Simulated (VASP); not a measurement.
# AgCl in VASP: a series of runs

AgCl is run at these levels: PBE; tasks: single point.

Program: VASP 6.6.1. These are calculated values, not measurements. Logs are shortened: lines on timing, memory, paths and dates and some standing lists are left out, and cuts for length are marked.

**Measured values to compare with.**

A printed reference work, data compilation reports, for a bulk crystal of AgCl: band gap 3.249 eV (indirect).

How close the calculation comes is told below.

## 1. The cell of the first run

Symmetry: Fm-3m, No. 225, cubic system. Conventional cell: a = 5.741 Å, b = 5.741 Å, c = 5.741 Å, α = 90.00°, β = 90.00°, γ = 90.00°. Within 3.8 Å of Ag (site symmetry m-3m) lie 6 Cl at 2.87 Å. Cl (site symmetry m-3m) has 6 Ag at 2.87 Å within 3.8 Å.

## 2. Single point, PBE (strained)

INCAR reads:

```
ALGO     = Normal         # electronic algorithm
EDIFF    = 1E-6           # SCF threshold, eV
ENCUT    = 520            # plane-wave cutoff, eV
GGA      = PE             # functional
ISIF     = 2              # what is computed and relaxed
ISMEAR   = 0              # smearing method
LASPH    = True           # aspherical terms in the spheres
LCHARG   = False          # write CHGCAR
LREAL    = False          # projectors in reciprocal space
LWAVE    = False          # write WAVECAR
NBANDS   = 16             # bands
NELM     = 60             # most SCF steps
PREC     = Accurate       # precision mode
SIGMA    = 0.02           # smearing width, eV
```

KPOINTS reads:

```
k-points
0
Gamma
  8 8 8
```

POSCAR reads:

```
AgCl
1.0
    0.0000000000      2.8705152965      2.8705152965
    2.8705152965      0.0000000000      2.8705152965
    2.8705152965      2.8705152965      0.0000000000
Ag Cl
1 1
Direct
    0.5000000000      0.5000000000      0.5000000000
    0.0000000000      0.0000000000      0.0000000000
```

Potentials or basis: VASP PAW PBE potentials, release 64 (Ag, Cl).

Run with:

```sh
cat potpaw_PBE.64/Ag/POTCAR potpaw_PBE.64/Cl/POTCAR > POTCAR
mpirun -np 1 vasp_std > vasp.out
```

OUTCAR:

```text
EDIFF = 1E-6
   ENCUT = 520
   GGA = PE
   ISIF = 2
   ISMEAR = 0
   LASPH = True
   LREAL = False
   NELM = 60
   PREC = Accurate

 ion  position               nearest neighbor table
   1  0.500  0.500  0.500-   2 2.87   2 2.87   2 2.87   2 2.87   2 2.87   2 2.87
   2  0.000  0.000  0.000-   1 2.87   1 2.87   1 2.87   1 2.87   1 2.87   1 2.87

  LATTYP: Found a face centered cubic cell.
 ALAT       =     5.7410305930

  Lattice vectors:

 A1 = (   0.0000000000,   2.8705152965,   2.8705152965)
 A2 = (   2.8705152965,   0.0000000000,   2.8705152965)
 A3 = (   2.8705152965,   2.8705152965,   0.0000000000)

Analysis of symmetry for initial positions (statically):
=====================================================================
 Subroutine PRICEL returns:
 Original cell was already a primitive cell.

 Routine SETGRP: Setting up the symmetry group for a
 face centered cubic supercell.

 Subroutine GETGRP returns: Found 48 space group operations
 (whereof 48 operations were pure point group operations)
 out of a pool of 48 trial point group operations.

The static configuration has the point symmetry O_h .

Analysis of symmetry for dynamics (positions and initial velocities):
=====================================================================
 Subroutine PRICEL returns:
 Original cell was already a primitive cell.

 Routine SETGRP: Setting up the symmetry group for a
 face centered cubic supercell.

 Subroutine GETGRP returns: Found 48 space group operations
 (whereof 48 operations were pure point group operations)
 out of a pool of 48 trial point group operations.

The dynamic configuration has the point symmetry O_h .

 Subroutine INISYM returns: Found 48 space group operations
 (whereof 48 operations are pure point group operations),
 and found     1 'primitive' translations

----------------------------------------------------------------------------------------

                                     Primitive cell

  volume of cell :      47.3053

  direct lattice vectors                    reciprocal lattice vectors
     0.000000000  2.870515296  2.870515296    -0.174184754  0.174184754  0.174184754
     2.870515296  0.000000000  2.870515296     0.174184754 -0.174184754  0.174184754
     2.870515296  2.870515296  0.000000000     0.174184754  0.174184754 -0.174184754

  length of vectors
     4.059521663  4.059521663  4.059521663     0.301696843  0.301696843  0.301696843

  position of ions in fractional coordinates (direct lattice)
     0.500000000  0.500000000  0.500000000
     0.000000000  0.000000000  0.000000000

[... 72 lines left out ...]
   LSORBIT =      F    spin-orbit coupling
   LASPH  =      T    aspherical Exc in radial PAW
   ENCUT  =  520.0 eV  38.22 Ry    6.18 a.u.   7.55  7.55  7.55*2*pi/ulx,y,z
   NELM   =     60;   NELMIN=  2; NELMDL= -5     # of ELM steps
   EDIFF  = 0.1E-05   stopping-criterion for ELM
   LREAL  =      F    real-space projection
   EDIFFG = 0.1E-04   stopping-criterion for IOM
   NSW    =      0    number of steps for IOM
   IBRION =     -1    ionic relax: 0-MD 1-quasi-New 2-CG
   NFREE  =      0    steps in history (QN), initial steepest desc. (CG)
   ISIF   =      2    stress and relaxation
   ISYM   =      2    0-nonsym 1-usesym 2-fastsym
   POTIM  = 0.5000    time-step for ionic-motion
   TEBEG  =    0.0;   TEEND  =   0.0 temperature during run
   PSTRESS=    0.0 pullay stress
   NELECT =      18.0000    total number of electrons
   NUPDOWN=      -1.0000    fix difference up-down
   EMIN   =  10.00;   EMAX   =-10.00  energy-range for DOS
   EFERMI =   0.00;   METHOD = LEGACY
   ISMEAR =     0;   SIGMA  =   0.02  broadening in eV -4-tet -1-fermi 0-gaus
   EFERMI_NEDOS =   21; number of points for ismear=-14 and -15
   IALGO  =     38    algorithm
   IMIX   =      4    mixing-type and parameters
     AMIX     =   0.40;   BMIX     =  1.00
     AMIX_MAG =   1.60;   BMIX_MAG =  1.00
  volume/ion in A,a.u.               =      23.65       159.62
  Fermi-wavevector in a.u.,A,eV,Ry     =   1.186303  2.241789 19.147696  1.407316
  Thomas-Fermi vector in A             =   2.322479
   LORBIT       =      0    0 simple, 1 ext, 2 COOP (PROOUT), +10 PAW based schemes
   GGA     = PE    functional components
   LHFCALC =     F    Hartree Fock is set to
   AEXX    =    0.0000 exact exchange contribution
   IVDW    =     0    specifies the selected vdW correction
   LEPSILON=     F    determine dielectric tensor
   LRPA    =     F    only Hartree local field effects (RPA)
 non-spin polarized calculation
 Gauss-broadening in eV      SIGMA  =   0.02
  energy-cutoff  :      520.00
  volume of cell :       47.31
 maximum number of plane-waves:      1288
   NGX = 15   NGY = 15   NGZ = 15

 number of electron      18.0000005 magnetization

 Free energy of the ion-electron system (eV)
  ---------------------------------------------------
  ext. energy  EPLUGINS =         0.00000000
  ---------------------------------------------------
  free energy    TOTEN  =        -5.37523828 eV

  energy without entropy =       -5.37523828  energy(sigma->0) =       -5.37523828

 E-fermi :   2.7508     XC(G=0):  -9.4310

 val. band max:        2.5752989472   @ k =   0.5000   0.0000   0.0000
 cond. band min:       3.5309541255   @ k =   0.0000   0.0000   0.0000
 fundamental gap:      0.9556551782
 Fermi energy:         2.7507584284

 k-point     1 :       0.0000    0.0000    0.0000
  band No.  band energies     occupation
      1     -11.9204      2.00000
      2       0.5048      2.00000
      3       0.5048      2.00000
      4       0.5048      2.00000
      5       0.5409      2.00000
      6       0.5409      2.00000
[... 433 lines left out ...]
      3      -0.8601      2.00000
      4      -0.8396      2.00000
      5       0.7340      2.00000
      6       0.7889      2.00000
[... 8 lines left out ...]
     15      15.8276      0.00000
     16      17.2765      0.00000

 [... further k-points ...]
[... 5 lines left out ...]
  --------------------------------------------------------------------------------------
  -------------------------------------------------------------------------------------
  Total       -0.7374680     -0.7374680     -0.7374680      0.0000000      0.0000000     -0.0000000
  in kB      -24.9772256    -24.9772256    -24.9772256      0.0000000      0.0000000     -0.0000000
  external PRESSURE =     -24.9772256 kB  Pullay stress =       0.0000000 kB

 VOLUME and BASIS-vectors are now :
 -----------------------------------------------------------------------------
  energy-cutoff  :      520.00
  volume of cell :       47.31
      direct lattice vectors                 reciprocal lattice vectors
     0.000000000  2.870515296  2.870515296    -0.174184754  0.174184754  0.174184754
     2.870515296  0.000000000  2.870515296     0.174184754 -0.174184754  0.174184754
     2.870515296  2.870515296  0.000000000     0.174184754  0.174184754 -0.174184754

 POSITION                                       TOTAL-FORCE (eV/Angst)
 -----------------------------------------------------------------------------------
      2.87052      2.87052      2.87052        -0.000000     -0.000000     -0.000000
      0.00000      0.00000      0.00000         0.000000      0.000000      0.000000
 -----------------------------------------------------------------------------------
    total drift:                                0.000000      0.000000      0.000000

  FREE ENERGIE OF THE ION-ELECTRON SYSTEM (eV)
  ---------------------------------------------------
  free  energy   TOTEN  =        -5.3752382783 eV

  energy  without entropy=       -5.3752382783  energy(sigma->0) =       -5.37523828
```

Wall time 11 s (1 thread of Intel Xeon 6975P-C (Granite Rapids), shared host); peak memory 0.17 GiB.

What came out:

```
Free energy            : -5.3752 eV
Pressure               : -2.5 GPa
Band gap on the k mesh : 0.96 eV, indirect (least direct gap 2.86 eV)
```

Caveat: the cell differs from its parent crystal (strained). A k mesh can miss the band edges.

## 3. Single point, PBE (strained and its atoms moved)

INCAR reads:

```
PREC = Accurate
ENCUT = 520
EDIFF = 1E-7
ISMEAR = 0
SIGMA = 0.02
LREAL = False
LASPH = True
NELM = 60
ALGO = Normal
ISIF = 2
LWAVE = False
LCHARG = True
GGA = PE
LELF = True
LVHAR = True
NBANDS = 16
```

KPOINTS reads:

```
Automatic mesh
0
Gamma
  8 8 8
```

POSCAR reads:

```
AgCl
1.0
    0.0000000000      2.8622235780      2.8622235780
    2.8622235780      0.0000000000      2.8622235780
    2.8622235780      2.8622235780      0.0000000000
Ag Cl
1 1
Direct
    0.5000000000      0.5000000000      0.5000000000
    0.0000000000      0.0000000000      0.0000000000
```

Potentials or basis: VASP PAW PBE potentials, release 64 (Ag, Cl).

Run with:

```sh
cat potpaw_PBE.64/Ag/POTCAR potpaw_PBE.64/Cl/POTCAR > POTCAR
mpirun -np 1 vasp_std > vasp.out
```

Wall time 13 s (1 thread of Intel Xeon 6975P-C (Granite Rapids), shared host); peak memory 0.17 GiB.

Results (log left out):

| Quantity | Value |
| --- | --- |
| Free energy | -5.3811 eV |
| Pressure | -2.2 GPa |
| Band gap on the k mesh | 0.95 eV, indirect (least direct gap 2.89 eV) |

Levels at points of the mesh, in eV from the valence-band top:
```csv
k point,band 5,band 6,band 7,band 8,band 9,band 10,band 11,band 12,band 13,band 14
"(0.00, 0.00, 0.00)",-2.06,-2.06,-1.94,-1.94,-1.94,0.95,10.89,10.89,10.89,12.50
"(0.50, 0.00, 0.00)",-1.81,-1.81,-1.54,0.00,0.00,4.49,6.04,7.83,7.83,13.24
"(0.50, 0.50, 0.00)",-2.35,-1.91,-1.72,-1.72,-1.68,2.52,8.16,8.34,11.04,11.04
```

Caveat: the cell differs from its parent crystal (strained and its atoms moved). A k mesh can miss the band edges.

(Part 1 of 2 ends here.)
